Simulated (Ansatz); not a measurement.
# Property card for GaAs

Computed with DFT PBE, scalar-relativistic, plane waves, PAW in Ansatz 0.2.0.

Cutoff 420 eV; k points 12×12×12 on the computed 2-atom cell (Γ-centred); Gaussian smearing, width 0.02 eV; no spin polarisation.

The structure is relaxed at this level of theory with its symmetry kept.

Space group F-43m (No. 216). a = 5.745 Å, b = 5.745 Å, c = 5.745 Å, α = 90.00°, β = 90.00°, γ = 90.00°
| atom | site | symmetry | x | y | z |
| --- | --- | --- | --- | --- | --- |
| Ga | 4a | -43m | 0.0000 | 0.0000 | 0.0000 |
| As | 4d | -43m | 0.2500 | 0.2500 | 0.7500 |

(1) Formation energy from the elements' standard states (uncorrected)?

(2) Kohn–Sham band gap?

(3) Löwdin character of the top 1 eV of the valence band?

(4) Löwdin character of the lowest 1 eV of the conduction band?

(5) Electron masses at the edge by Cartesian direction of the standard setting (m_e; degenerate bands sorted by energy; no spin-orbit coupling)?

(6) Hole masses at the edge by Cartesian direction of the standard setting (m_e; degenerate bands sorted by energy; no spin-orbit coupling)?

(7) Bulk modulus?

(8) Its pressure derivative?

(9) Electronic dielectric constant xx, yy, zz of the standard setting (independent particles)?

(10) Bader charges (e)?

## Answers

(1) -0.352 eV/atom.

(2) 0.16 eV, direct at Γ.

(3) As 4p 75 %, Ga 4p 22 %.

(4) Ga 4s 35 %, Ga 4p 21 %, As 4s 21 %, As 4p 20 %.

(5) x: 0.016; y: 0.016; z: 0.016.

(6) x: 0.37, 0.37, 0.016; y: 0.37, 0.37, 0.016; z: 0.37, 0.37, 0.016.

(7) 61 GPa.

(8) 4.7.

(9) 16.5, 16.5, 16.5.

(10) Ga (1 in the cell) 0.67, As (1 in the cell) -0.67.